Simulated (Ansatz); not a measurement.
**Al3Cu2: tests of the settings**

Aim, for Al3Cu2: relax the cell with several choices of dispersion correction.

Program: Ansatz 0.2.0. Level of theory: DFT r2SCAN, scalar-relativistic, plane waves, PAW for the base; runs at other levels say so in their headings and inputs. These are calculated values, not measurements.

1 further run of the same task is left out (set aside as unsound or not needed). Runs told in other sessions of the task aren't counted.

## 1. The structure to begin with

Symmetry: P-3m1, No. 164, trigonal system. The conventional cell has a = 4.092 Å, b = 4.092 Å, c = 4.993 Å, α = 90.00°, β = 90.00°, γ = 120.00°. Around Al (site symmetry -3m) lie 6 Cu at 2.49 Å. Al (site symmetry 3m) is surrounded by 5 Cu at 2.44 to 2.55 Å and 3 Al at 2.80 Å. Cu (site symmetry 3m) has 8 Al at 2.44 to 2.55 Å in its first shell of neighbours.

Coordinates:

```cif
data_structure
_symmetry_space_group_name_H-M 'P 1'
_symmetry_Int_Tables_number 1
_cell_length_a 4.0920
_cell_length_b 4.0920
_cell_length_c 4.9928
_cell_angle_alpha 90.000
_cell_angle_beta 90.000
_cell_angle_gamma 120.000
_cell_volume 72.40
loop_
_atom_site_label
_atom_site_type_symbol
_atom_site_fract_x
_atom_site_fract_y
_atom_site_fract_z
_atom_site_occupancy
Al1 Al 0.00000 0.00000 0.00000 1
Al2 Al 0.33333 0.66667 0.34993 1
Al3 Al 0.66667 0.33333 0.65007 1
Cu1 Cu 0.33333 0.66667 0.83951 1
Cu2 Cu 0.66667 0.33333 0.16049 1
```

Source of the structure: the Materials Project (structure only). It is taken as it stands there.

## 2. The base input

input.yaml reads:

```yaml
crystal:
  lattice:
    - [4.0919516368, 0.0, 0.0]
    - [-2.0459758184, 3.5437340685, 0.0]
    - [0.0, 0.0, 4.9927787]
  atoms:
    - { symbol: Al, position: [0.0, 0.0, 0.0] }
    - { symbol: Al, position: [0.33333333, 0.66666667, 0.34992535] }
    - { symbol: Al, position: [0.66666667, 0.33333333, 0.65007465] }
    - { symbol: Cu, position: [0.33333333, 0.66666667, 0.83951213] }
    - { symbol: Cu, position: [0.66666667, 0.33333333, 0.16048787] }
basis:
  ecutwfc: 500
kpoints:
  mp_grid: { grid: [12, 12, 8] }
hamiltonian:
  xc: r2scan
scf:
  occupations: { method: gaussian, width: 0.1 }
output:
  forces: true
  stress: true
  eigenvalues: true
  populations: true
  write_density: true
  write_potential: true
  elf: true
  volumetric_format: npy
```

Its results, from an earlier run: -2976.9344 eV/atom at zero smearing, pressure 0.50 GPa, largest force 0.017 eV/Å, no gap on the mesh, in 9 SCF cycles and 34 s.

## 3. Relaxing with dispersion correction D3(BJ)

input.yaml reads:

```yaml
crystal:
  lattice:
    - [4.0919516368, 0.0, 0.0]
    - [-2.0459758184, 3.5437340685, 0.0]
    - [0.0, 0.0, 4.9927787]
  atoms:
    - { symbol: Al, position: [0.0, 0.0, 0.0] }
    - { symbol: Al, position: [0.3333333333, 0.6666666667, 0.34992535] }
    - { symbol: Al, position: [0.6666666667, 0.3333333333, 0.65007465] }
    - { symbol: Cu, position: [0.3333333333, 0.6666666667, 0.83951213] }
    - { symbol: Cu, position: [0.6666666667, 0.3333333333, 0.16048787] }
basis:
  ecutwfc: 500
kpoints:
  mp_grid: { grid: [12, 12, 8] }
hamiltonian:
  xc: r2scan
  dispersion: d3bj
scf:
  occupations: { method: gaussian, width: 0.1 }
output:
  forces: true
  stress: true
  eigenvalues: true
relax:
  adjacent_minimum: "off"
  f_tol: 0.01
  max_steps: 60
  cell: { stress_tol: 0.05 }
```

Run with:

```sh
$ ansatz run input.yaml --threads 1 --pin off --max-ram 2560MiB --backend cpu --events-out ev --progress --plain --runs-dir out
```

## 4. Relaxation, dispersion correction: D3(BJ)+ATM

Edit input.yaml of step 3 so:

```diff
@@ -17,3 +17,3 @@
   xc: r2scan
-  dispersion: d3bj
+  dispersion: d3bjatm
 scf:
```

## 5. Relaxing with dispersion correction D4

Edit input.yaml of step 4 so:

```diff
@@ -17,3 +17,3 @@
   xc: r2scan
-  dispersion: d3bjatm
+  dispersion: d4
 scf:
```

## 6. Relaxation, dispersion correction: r2SCAN, none

Edit input.yaml of step 5 so:

```diff
@@ -17,3 +17,2 @@
   xc: r2scan
-  dispersion: d4
 scf:
@@ -24,2 +23,6 @@
   eigenvalues: true
+  write_density: true
+  write_potential: true
+  elf: true
+  volumetric_format: npy
 relax:
```

## 7. Relaxing with dispersion correction r2SCAN, rVV10

Edit input.yaml of step 6 so:

```diff
@@ -17,2 +17,3 @@
   xc: r2scan
+  dispersion: rvv10
 scf:
@@ -23,6 +24,2 @@
   eigenvalues: true
-  write_density: true
-  write_potential: true
-  elf: true
-  volumetric_format: npy
 relax:
```

(Steps that only read results are left out.)

**Question.** What does this series show? Wanted: relaxed volume by dispersion correction.

**Answer**, as computed:

```
                                         quantity                                                                                                                                value
relaxed volume by dispersion correction (Å³/atom)  r2SCAN, none: 14.54; r2SCAN, D3(BJ): 14.27; r2SCAN, D3(BJ)+ATM: 14.36; r2SCAN, D4: 14.37; r2SCAN, none: 14.54; r2SCAN, rVV10: 14.44
```

The relaxed volumes span 1.9 %, from r2SCAN, D3(BJ) (smallest) to r2SCAN, none (largest).
